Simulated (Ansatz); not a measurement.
**Si: single points about a listed cell**

Aim: see how energy, forces, stress and gap of Si answer to further strains and shifts, swapped elements, distortions that keep the symmetry, other functionals. Nothing is relaxed unless a step says so.

Program: Ansatz 0.2.0. Level of theory: DFT PBE, scalar-relativistic, plane waves, PAW. These are calculated values, not measurements.

### 1 The starting structure

Symmetry: I4/mmm, No. 139, tetragonal system. The conventional cell has a = 6.651 Å, b = 6.651 Å, c = 3.845 Å, α = 90.00°, β = 90.00°, γ = 90.00°. Si (site symmetry m2m) has 4 Si at 2.34 to 2.38 Å as nearest neighbours.

Structure file:

```
CELL_PARAMETERS angstrom
-3.32544 3.32544 1.92239
3.32544 -3.32544 1.92239
3.32544 3.32544 -1.92239
ATOMIC_POSITIONS crystal
Si 0.17880 0.17880 0.35760
Si 0.82120 0.82120 0.64240
Si 0.17880 0.82120 0.00000
Si 0.82120 0.17880 0.00000
```

The structure comes from the Materials Project (structure only).

### 2 Another functional, on a distorted cell: PBEsol

The change: strain xx, yy, zz, yz, xz, xy = +0.7, +0.7, +0.7, +0.0, +0.0, +0.0 %.

The input, input.yaml:

```yaml
crystal:
  lattice:
    - [-3.3471594412, 3.3471594412, 1.9349388384]
    - [3.3471594412, -3.3471594412, 1.9349388384]
    - [3.3471594412, 3.3471594412, -1.9349388384]
  atoms:
    - { symbol: Si, position: [0.17880106, 0.17880106, 0.35760212] }
    - { symbol: Si, position: [0.82119894, 0.82119894, 0.64239788] }
    - { symbol: Si, position: [0.17880106, 0.82119894, 0.0] }
    - { symbol: Si, position: [0.82119894, 0.17880106, 0.0] }
basis:
  ecutwfc: 420
kpoints:
  mp_grid: { grid: [10, 10, 10] }
hamiltonian:
  xc: pbesol
scf:
  occupations: { method: gaussian, width: 0.05 }
output:
  forces: true
  stress: true
  eigenvalues: true
  populations: true
```

On the command line:

```console
ansatz run input.yaml --threads 1 --pin off --max-ram 1331MiB --backend cpu --events-out ev --progress --plain --runs-dir out
```

Log, cut to the lines that bear on the results:

```text
Warning: RAYON_NUM_THREADS=1 ignored (pool sized by the plan → 1); use --threads N
[...]
Pseudopotentials: kind: paw
Pseudopotential: Si, paw, valence charge 4, recommended cutoff 420 eV (normal), Si.paw.azcp
Functional definition: PBEsol
[...]
Crystal: 4 atoms, lattice volume = 86.712 Å³
Basis set: ecut = 420 eV, 1695 PW (Γ), exchange–correlation on 72×72×72 points (8 copies of the dense FFT grid, shifted against one another)
Bands: 12, of which v1, the nominal top of the filled ones, is band 8 counted from 1 (7 counted from 0)
Symmetry: 16 space group operations
Space group: I4/mmm (ITA 139), of the structure as read, at distance tolerance 4.4e-5 Å
k-points: 102 of 1000
[...]
SCF iter   1: F=—  HF=-2485.518572 eV  |F-HF|=—  |Δ(HF+E_count)|=         —  Δρ=2.00e-3  dr2=6.18e-3  ethr=1.77e-3  ⟨swp⟩=6.2  Hψ=8891  notcnv=0
[...]
SCF iter   6: F=-2485.517962 eV  HF=-2485.517962 eV  |F-HF|=8.31e-10  |Δ(HF+E_count)|=   2.15e-8  Δρ=8.69e-7  dr2=4.68e-10  ethr=1.02e-10  ⟨swp⟩=2.2  Hψ=4533  notcnv=0
[...]
SCF converged after 6 iterations
Free energy (F): -2485.517962 eV
[...]
E sigma→0 (E₀):  -2485.517962 eV
Entropy (-TS):   -0.000000 eV (-0.000 meV/atom)
Fermi energy:    5.725678 eV
[...]
--- Forces (eV/Å), atoms counted from 1 ---
  atom   1  Si    -0.02897028    -0.02897028     0.00000000
  atom   2  Si     0.02897028     0.02897028     0.00000000
  atom   3  Si     0.02897028    -0.02897028     0.00000000
  atom   4  Si    -0.02897028     0.02897028    -0.00000000
[...]
--- Stress (GPa, compression-positive) ---
       -1.859209       0.000000       0.000000
        0.000000      -1.859209       0.000000
        0.000000       0.000000      -2.056296
  P = ⅓ Tr σ = -1.9249 GPa (-19.249 kbar)
--- Band table (eV; the first three rows and the last of 102) ---
  k-point 0: bands = ["-6.3565", "-2.1992", "0.0418", "0.0418", "1.8633", "4.1068", "4.1068", "5.0341", "6.9751", "7.0663", "7.0663", "7.8318"]
[...]
--- Löwdin populations: 4 sites ---
  site symbol       q [e]
     0     Si      3.9608
     1     Si      3.9608
     2     Si      3.9608
     3     Si      3.9608
  spilling = 0.009812 (of n_electrons = 16.000000)
```

It took 9 s on 1 thread of an Arm CPU, shared host; peak memory 0.36 GiB.

Per atom:

| atom | Löwdin electrons |
| --- | --- |
| Si1 | 3.96 |
| Si2 | 3.96 |
| Si3 | 3.96 |
| Si4 | 3.96 |

The Löwdin counts miss 0.16 of the 16 electrons, which the atomic orbitals do not span, so they are no charges.

### 3 A distortion of lower symmetry

The change: strain xx, yy, zz, yz, xz, xy = +0.2, +0.2, +6.2, +0.0, +0.0, +0.0 %; atoms moved by 0.15 Å root mean square, at most 0.15 Å.

The input, input.yaml:

```yaml
crystal:
  lattice:
    - [-3.3313635808, 3.3313635808, 2.0411506461]
    - [3.3313635808, -3.3313635808, 2.0411506461]
    - [3.3313635808, 3.3313635808, -2.0411506461]
  atoms:
    - { symbol: Si, position: [0.1783379654, 0.2013496824, 0.3796876478] }
    - { symbol: Si, position: [0.8216620346, 0.7986503176, 0.6203123522] }
    - { symbol: Si, position: [0.2013496824, 0.8216620346, 0.0230117171] }
    - { symbol: Si, position: [0.7986503176, 0.1783379654, -0.0230117171] }
basis:
  ecutwfc: 420
kpoints:
  mp_grid: { grid: [10, 10, 10] }
hamiltonian:
  xc: pbe
scf:
  occupations: { method: gaussian, width: 0.05 }
output:
  forces: true
  stress: true
  eigenvalues: true
```

On the command line:

```console
ansatz run input.yaml --threads 1 --pin off --max-ram 1331MiB --backend cpu --events-out ev --progress --plain --runs-dir out
```

Log, cut to the lines that bear on the results:

```text
Warning: RAYON_NUM_THREADS=1 ignored (pool sized by the plan → 1); use --threads N
[...]
[... 2 set-up lines as earlier in the session ...]
Functional definition: PBE
[...]
Crystal: 4 atoms, lattice volume = 90.611 Å³
Basis set: ecut = 420 eV, 1767 PW (Γ), exchange–correlation on 72×72×72 points (8 copies of the dense FFT grid, shifted against one another)
Bands: 12, of which v1, the nominal top of the filled ones, is band 8 counted from 1 (7 counted from 0)
Symmetry: 8 space group operations
Space group: I4/m (ITA 87), of the structure as read, at distance tolerance 4.5e-5 Å
k-points: 144 of 1000
[...]
SCF iter   1: F=—  HF=-2542.288528 eV  |F-HF|=—  |Δ(HF+E_count)|=         —  Δρ=1.11e-3  dr2=6.47e-4  ethr=1.77e-3  ⟨swp⟩=6.2  Hψ=12777  notcnv=0
[...]
SCF iter   6: F=-2542.290381 eV  HF=-2542.290381 eV  |F-HF|=2.64e-9  |Δ(HF+E_count)|=   3.35e-8  Δρ=1.53e-6  dr2=1.55e-9  ethr=2.87e-10  ⟨swp⟩=2.6  Hψ=6485  notcnv=0
[...]
SCF converged after 6 iterations
Free energy (F): -2542.290381 eV
[...]
E sigma→0 (E₀):  -2542.289969 eV
Entropy (-TS):   -0.000824 eV (-0.206 meV/atom)
Fermi energy:    5.355479 eV
[...]
--- Forces (eV/Å), atoms counted from 1 ---
  atom   1  Si    -1.46167061    -0.96598119     0.00000000
  atom   2  Si     1.46167061     0.96598119    -0.00000000
  atom   3  Si     0.96598119    -1.46167061     0.00000000
  atom   4  Si    -0.96598119     1.46167061     0.00000000
[...]
--- Stress (GPa, compression-positive) ---
       -5.314820       0.000000       0.000000
       -0.000000      -5.314820       0.000000
        0.000000       0.000000      -3.268408
  P = ⅓ Tr σ = -4.6327 GPa (-46.327 kbar)
--- Band table (eV; the first three rows and the last of 144) ---
  k-point 0: bands = ["-6.3187", "-2.6239", "0.2470", "0.2470", "2.5549", "3.0184", "3.0184", "5.2015", "5.9988", "5.9988", "7.1263", "7.2070"]
[...]
```

Wall time 10 s (1 thread of an Arm CPU, shared host); peak memory 0.42 GiB.

### 4 Another functional, on a distorted cell: r2SCAN

Against the listed cell: strain xx, yy, zz, yz, xz, xy = +5.7, +5.7, -0.3, +0.0, +0.0, +0.0 %; atoms moved by 0.25 Å root mean square, at most 0.25 Å.

The input, input.yaml:

```yaml
crystal:
  lattice:
    - [-3.5145955612, 3.5145955612, 1.9163878167]
    - [3.5145955612, -3.5145955612, 1.9163878167]
    - [3.5145955612, 3.5145955612, -1.9163878167]
  atoms:
    - { symbol: Si, position: [0.2053804701, 0.2053804701, 0.4107609403] }
    - { symbol: Si, position: [0.7946195299, 0.7946195299, 0.5892390597] }
    - { symbol: Si, position: [0.2053804701, 0.7946195299, 0.0] }
    - { symbol: Si, position: [0.7946195299, 0.2053804701, 0.0] }
basis:
  ecutwfc: 500
kpoints:
  mp_grid: { grid: [10, 10, 10] }
hamiltonian:
  xc: r2scan
scf:
  occupations: { method: gaussian, width: 0.05 }
output:
  forces: true
  stress: true
  eigenvalues: true
```

On the command line:

```console
ansatz run input.yaml --threads 1 --pin off --max-ram 1331MiB --backend cpu --events-out ev --progress --plain --runs-dir out
```

Log, cut to the lines that bear on the results:

```text
Warning: RAYON_NUM_THREADS=1 ignored (pool sized by the plan → 1); use --threads N
[...]
[... 1 set-up line as earlier in the session ...]
Pseudopotential: Si, paw, valence charge 4, recommended cutoff 500 eV (meta_gga), Si.paw.azcp
Functional definition: r2SCAN
[...]
Crystal: 4 atoms, lattice volume = 94.688 Å³
Basis set: ecut = 500 eV, 2403 PW (Γ), exchange–correlation on 160×160×160 points (64 copies of the dense FFT grid, shifted against one another)
Bands: 12, of which v1, the nominal top of the filled ones, is band 8 counted from 1 (7 counted from 0)
[... 1 set-up line as earlier in the session ...]
Space group: I4/mmm (ITA 139), of the structure as read, at distance tolerance 4.6e-5 Å
k-points: 102 of 1000
[...]
SCF iter   1: F=—  HF=-2552.298655 eV  |F-HF|=—  |Δ(HF+E_count)|=         —  Δρ=3.63e-3  dr2=1.09e-2  dr2_τ=2.42e-2  ethr=1.77e-3  ⟨swp⟩=6.4  Hψ=9432  notcnv=0
[...]
SCF iter   6: F=-2552.311170 eV  HF=-2552.311170 eV  |F-HF|=3.78e-9  |Δ(HF+E_count)|=   6.12e-7  Δρ=7.64e-6  dr2=9.69e-8  dr2_τ=6.54e-10  ethr=6.25e-10  ⟨swp⟩=4.8  Hψ=6949  notcnv=0
[...]
SCF converged after 6 iterations
Free energy (F): -2552.311170 eV
[...]
E sigma→0 (E₀):  -2552.310181 eV
Entropy (-TS):   -0.001979 eV (-0.495 meV/atom)
Fermi energy:    5.075372 eV
[...]
--- Forces (eV/Å), atoms counted from 1 ---
  atom   1  Si    -3.32508526    -3.32508526    -0.00000000
  atom   2  Si     3.32508526     3.32508526     0.00000000
  atom   3  Si     3.32508526    -3.32508526     0.00000000
  atom   4  Si    -3.32508526     3.32508526    -0.00000000
[...]
--- Stress (GPa, compression-positive) ---
       -6.840617       0.000000       0.000000
        0.000000      -6.840617       0.000000
        0.000000       0.000000      23.694590
  P = ⅓ Tr σ = 3.3378 GPa (33.378 kbar)
--- Band table (eV; the first three rows and the last of 102) ---
  k-point 0: bands = ["-7.5950", "-5.2853", "-0.0080", "-0.0080", "1.4959", "1.4959", "3.4394", "4.8493", "4.8493", "6.0497", "6.1415", "6.1415"]
[...]
```

Wall time 22 s (1 thread of an Arm CPU, shared host); peak memory 0.69 GiB.

### 5 Substitution of an element, cell strained: Si → Sn, first probe

Against the listed cell: Sn takes all sites of Si, and lengths are scaled by 1.151 as a first guess of the size; strain xx, yy, zz, yz, xz, xy = -1.1, -1.1, -1.1, +0.0, +0.0, +0.0 %.

The input, input.yaml:

```yaml
crystal:
  lattice:
    - [-3.7875190882, 3.7875190882, 2.1895036414]
    - [3.7875190882, -3.7875190882, 2.1895036414]
    - [3.7875190882, 3.7875190882, -2.1895036414]
  atoms:
    - { symbol: Sn, position: [0.17880106, 0.17880106, 0.35760212] }
    - { symbol: Sn, position: [0.82119894, 0.82119894, 0.64239788] }
    - { symbol: Sn, position: [0.17880106, 0.82119894, 0.0] }
    - { symbol: Sn, position: [0.82119894, 0.17880106, 0.0] }
basis:
  ecutwfc: 420
kpoints:
  mp_grid: { grid: [6, 6, 6] }
hamiltonian:
  xc: pbe
scf:
  occupations: { method: gaussian, width: 0.1 }
output:
  forces: true
  stress: true
  eigenvalues: true
```

On the command line:

```console
ansatz run input.yaml --threads 1 --pin off --max-ram 1331MiB --backend cpu --events-out ev --progress --plain --runs-dir out
```

Log, cut to the lines that bear on the results:

```text
[...]
SCF converged after 6 iterations
Free energy (F): -24095.640440 eV
[...]
E sigma→0 (E₀):  -24095.640051 eV
Entropy (-TS):   -0.000777 eV (-0.194 meV/atom)
Fermi energy:    9.197723 eV
[...]
--- Forces (eV/Å), atoms counted from 1 ---
  atom   1  Sn     0.13033360     0.13033360     0.00000000
  atom   2  Sn    -0.13033360    -0.13033360     0.00000000
  atom   3  Sn    -0.13033360     0.13033360     0.00000000
  atom   4  Sn     0.13033360    -0.13033360     0.00000000
[...]
--- Stress (GPa, compression-positive) ---
       11.742462      -0.000000       0.000000
       -0.000000      11.742462       0.000000
        0.000000       0.000000      12.770004
  P = ⅓ Tr σ = 12.0850 GPa (120.850 kbar)
--- Band table (eV; the first three rows and the last of 30) ---
[...]
```

It took 8.2 s on 1 thread of an Arm CPU, shared host; peak memory 0.4 GiB.

### 6 Substitution of an element, cell strained: Si → Sn

input.yaml, as its differences from that of step 5:

```diff
@@ -13,3 +13,3 @@
 kpoints:
-  mp_grid: { grid: [6, 6, 6] }
+  mp_grid: { grid: [10, 10, 10] }
 hamiltonian:
@@ -17,3 +17,3 @@
 scf:
-  occupations: { method: gaussian, width: 0.1 }
+  occupations: { method: gaussian, width: 0.01 }
 output:
```

On the command line:

```console
ansatz run input.yaml --threads 1 --pin off --max-ram 1331MiB --backend cpu --events-out ev --progress --plain --runs-dir out
```

Log, cut to the lines that bear on the results:

```text
Warning: RAYON_NUM_THREADS=1 ignored (pool sized by the plan → 1); use --threads N
[...]
[... 1 set-up line as earlier in the session ...]
Pseudopotential: Sn, paw, valence charge 14, recommended cutoff 420 eV (normal), Sn.paw.azcp
[... 1 set-up line as earlier in the session ...]
[...]
Crystal: 4 atoms, lattice volume = 125.636 Å³
Basis set: ecut = 420 eV, 2519 PW (Γ), exchange–correlation on 80×80×80 points (8 copies of the dense FFT grid, shifted against one another)
Bands: 34, of which v1, the nominal top of the filled ones, is band 28 counted from 1 (27 counted from 0)
[... 1 set-up line as earlier in the session ...]
Space group: I4/mmm (ITA 139), of the structure as read, at distance tolerance 5.0e-5 Å
k-points: 102 of 1000
[...]
SCF iter   1: F=—  HF=-24095.655145 eV  |F-HF|=—  |Δ(HF+E_count)|=         —  Δρ=1.63e-3  dr2=6.55e-3  ethr=1.77e-3  ⟨swp⟩=7.3  Hψ=15526  notcnv=0
[...]
SCF iter   6: F=-24095.654316 eV  HF=-24095.654316 eV  |F-HF|=9.75e-8  |Δ(HF+E_count)|=   9.82e-7  Δρ=7.50e-6  dr2=7.34e-8  ethr=1.79e-10  ⟨swp⟩=8.3  Hψ=14834  notcnv=0
[...]
SCF converged after 6 iterations
Free energy (F): -24095.654316 eV
[...]
E sigma→0 (E₀):  -24095.654298 eV
Entropy (-TS):   -0.000036 eV (-0.009 meV/atom)
Fermi energy:    9.112720 eV
[...]
--- Forces (eV/Å), atoms counted from 1 ---
  atom   1  Sn     0.12695280     0.12695280    -0.00000000
  atom   2  Sn    -0.12695280    -0.12695280     0.00000000
  atom   3  Sn    -0.12695280     0.12695280     0.00000000
  atom   4  Sn     0.12695280    -0.12695280     0.00000000
[...]
--- Stress (GPa, compression-positive) ---
       11.816957      -0.000000       0.000000
       -0.000000      11.816957      -0.000000
        0.000000       0.000000      12.677162
  P = ⅓ Tr σ = 12.1037 GPa (121.037 kbar)
--- Band table (eV; the first three rows and the last of 102) ---
[...]
```

It took 27 s on 1 thread of an Arm CPU, shared host; peak memory 0.55 GiB.

### 7 A change within the space group

The change: strain xx, yy, zz, yz, xz, xy = +3.7, +3.7, +2.2, +0.0, +0.0, +0.0 %; atoms moved by 0.15 Å root mean square, at most 0.15 Å.

The input, input.yaml:

```yaml
crystal:
  lattice:
    - [-3.4492505809, 3.4492505809, 1.9651202932]
    - [3.4492505809, -3.4492505809, 1.9651202932]
    - [3.4492505809, 3.4492505809, -1.9651202932]
  atoms:
    - { symbol: Si, position: [0.1947487061, 0.1947487061, 0.3894974122] }
    - { symbol: Si, position: [0.8052512939, 0.8052512939, 0.6105025878] }
    - { symbol: Si, position: [0.1947487061, 0.8052512939, 0.0] }
    - { symbol: Si, position: [0.8052512939, 0.1947487061, 0.0] }
basis:
  ecutwfc: 420
kpoints:
  mp_grid: { grid: [10, 10, 10] }
hamiltonian:
  xc: pbe
scf:
  occupations: { method: gaussian, width: 0.05 }
output:
  forces: true
  stress: true
  eigenvalues: true
```

On the command line:

```console
ansatz run input.yaml --threads 1 --pin off --max-ram 1331MiB --backend cpu --events-out ev --progress --plain --runs-dir out
```

Log, cut to the lines that bear on the results:

```text
Warning: RAYON_NUM_THREADS=1 ignored (pool sized by the plan → 1); use --threads N
[...]
[... 3 set-up lines as earlier in the session ...]
[...]
Crystal: 4 atoms, lattice volume = 93.519 Å³
Basis set: ecut = 420 eV, 1851 PW (Γ), exchange–correlation on 72×72×72 points (8 copies of the dense FFT grid, shifted against one another)
Bands: 12, of which v1, the nominal top of the filled ones, is band 8 counted from 1 (7 counted from 0)
[... 1 set-up line as earlier in the session ...]
Space group: I4/mmm (ITA 139), of the structure as read, at distance tolerance 4.5e-5 Å
k-points: 102 of 1000
[...]
SCF iter   1: F=—  HF=-2541.559411 eV  |F-HF|=—  |Δ(HF+E_count)|=         —  Δρ=1.76e-3  dr2=3.06e-3  ethr=1.77e-3  ⟨swp⟩=6.2  Hψ=9027  notcnv=0
[...]
SCF iter   6: F=-2541.561126 eV  HF=-2541.561126 eV  |F-HF|=7.75e-9  |Δ(HF+E_count)|=   9.69e-8  Δρ=4.20e-6  dr2=1.96e-8  ethr=6.25e-10  ⟨swp⟩=5.2  Hψ=5979  notcnv=0
[...]
SCF converged after 6 iterations
Free energy (F): -2541.561126 eV
[...]
E sigma→0 (E₀):  -2541.560995 eV
Entropy (-TS):   -0.000262 eV (-0.065 meV/atom)
Fermi energy:    5.198142 eV
[...]
--- Forces (eV/Å), atoms counted from 1 ---
  atom   1  Si    -2.27853777    -2.27853777     0.00000000
  atom   2  Si     2.27853777     2.27853777     0.00000000
  atom   3  Si     2.27853777    -2.27853777     0.00000000
  atom   4  Si    -2.27853777     2.27853777    -0.00000000
[...]
--- Stress (GPa, compression-positive) ---
       -7.868763       0.000000       0.000000
        0.000000      -7.868763       0.000000
        0.000000       0.000000       7.470084
  P = ⅓ Tr σ = -2.7558 GPa (-27.558 kbar)
--- Band table (eV; the first three rows and the last of 102) ---
  k-point 0: bands = ["-6.5794", "-3.7732", "0.1725", "0.1725", "2.5092", "2.5092", "2.7669", "5.4275", "5.6043", "5.6043", "6.3456", "6.3456"]
[...]
```

Run time: 8.6 s. Hardware: 1 thread of an Arm CPU, shared host; peak memory 0.39 GiB.

### 8 A change within a subgroup

What differs from the listed cell: strain xx, yy, zz, yz, xz, xy = -2.9, -1.5, -5.2, +0.0, -0.9, +0.0 %; atoms moved by 0.10 Å root mean square, at most 0.10 Å.

The input, input.yaml:

```yaml
crystal:
  lattice:
    - [-3.2463422222, 3.2741326846, 1.8508946969]
    - [3.2132002934, -3.2741326846, 1.7935640373]
    - [3.2463422222, 3.2741326846, -1.8508946969]
  atoms:
    - { symbol: Si, position: [0.1754040435, 0.1581256413, 0.3610581804] }
    - { symbol: Si, position: [0.8238949722, 0.8418743587, 0.6382408352] }
    - { symbol: Si, position: [0.2036335235, 0.8418743587, 0.0179793865] }
    - { symbol: Si, position: [0.7970674609, 0.1581256413, -0.0172784022] }
basis:
  ecutwfc: 420
kpoints:
  mp_grid: { grid: [10, 10, 10] }
hamiltonian:
  xc: pbe
scf:
  occupations: { method: gaussian, width: 0.05 }
output:
  forces: true
  stress: true
  eigenvalues: true
```

On the command line:

```console
ansatz run input.yaml --threads 1 --pin off --max-ram 1331MiB --backend cpu --events-out ev --progress --plain --runs-dir out
```

Log, cut to the lines that bear on the results:

```text
Warning: RAYON_NUM_THREADS=1 ignored (pool sized by the plan → 1); use --threads N
[...]
[... 3 set-up lines as earlier in the session ...]
[...]
Crystal: 4 atoms, lattice volume = 77.072 Å³
Basis set: ecut = 420 eV, 1509 PW (Γ), exchange–correlation on 72×72×72 points (8 copies of the dense FFT grid, shifted against one another)
Bands: 12, of which v1, the nominal top of the filled ones, is band 8 counted from 1 (7 counted from 0)
Symmetry: 2 space group operations
Space group: Cm (ITA 8), of the structure as read, at distance tolerance 4.3e-5 Å
k-points: 282 of 1000 (time reversal used)
[...]
SCF iter   1: F=—  HF=-2542.010733 eV  |F-HF|=—  |Δ(HF+E_count)|=         —  Δρ=2.35e-3  dr2=5.74e-3  ethr=1.77e-3  ⟨swp⟩=6.3  Hψ=25281  notcnv=0
[...]
SCF iter   6: F=-2542.010443 eV  HF=-2542.010443 eV  |F-HF|=9.28e-9  |Δ(HF+E_count)|=   3.61e-7  Δρ=3.03e-6  dr2=9.57e-9  ethr=6.25e-10  ⟨swp⟩=5.7  Hψ=17335  notcnv=0
[...]
SCF converged after 6 iterations
Free energy (F): -2542.010443 eV
[...]
E sigma→0 (E₀):  -2542.010310 eV
Entropy (-TS):   -0.000266 eV (-0.067 meV/atom)
Fermi energy:    7.248935 eV
[...]
--- Forces (eV/Å), atoms counted from 1 ---
  atom   1  Si     0.55915350    -1.55630253     1.54100740
  atom   2  Si    -0.55916349     1.60049727    -1.54100692
  atom   3  Si    -0.55916349    -1.60049727    -1.54100692
  atom   4  Si     0.55915350     1.55630253     1.54100740
[...]
--- Stress (GPa, compression-positive) ---
       20.910237       0.000000      -4.788993
        0.000000      -0.126449      -0.000000
       -4.788993      -0.000000      19.398958
  P = ⅓ Tr σ = 13.3942 GPa (133.942 kbar)
--- Band table (eV; the first three rows and the last of 282) ---
  k-point 0: bands = ["-5.8988", "-1.5790", "0.3293", "1.7704", "2.8448", "5.1792", "5.4866", "6.3002", "7.9657", "8.4489", "8.7945", "9.1728"]
[...]
```

Wall time 36 s (1 thread of an Arm CPU, shared host); peak memory 0.57 GiB.

### 9 All points side by side

```
step                                                case  energy (meV/atom)  pressure (GPa)  largest force (eV/Å)  gap on the mesh (eV)
   2     another functional, on a distorted cell: PBEsol                n/a            -1.9                  0.04                  0.31
   3                      a distortion of lower symmetry               +0.0            -4.6                  1.75                  0.00
   4     another functional, on a distorted cell: r2SCAN                n/a             3.3                  4.70                  0.00
   6  substitution of an element, cell strained: Si → Sn                n/a            12.1                  0.18                  0.00
   7                     a change within the space group             +182.2            -2.8                  3.22                  0.00
   8                          a change within a subgroup              +69.9            13.4                  2.29                  0.00
```

Energies are counted from step 3, with the smearing taken to zero. Other atoms or functionals have another zero of energy (n/a). A gap of 0.00 means none on the mesh at this level.

**Reading.** Among the distorted cells of the listed formula and level the largest force, 3.22 eV/Å, comes in step 7, shared by 4 atoms. The distorted cells of the listed formula and level show no gap on the mesh.

These are semilocal Kohn-Sham gaps, which aren't the measured quantity. Such gaps usually fall short of the measured ones.
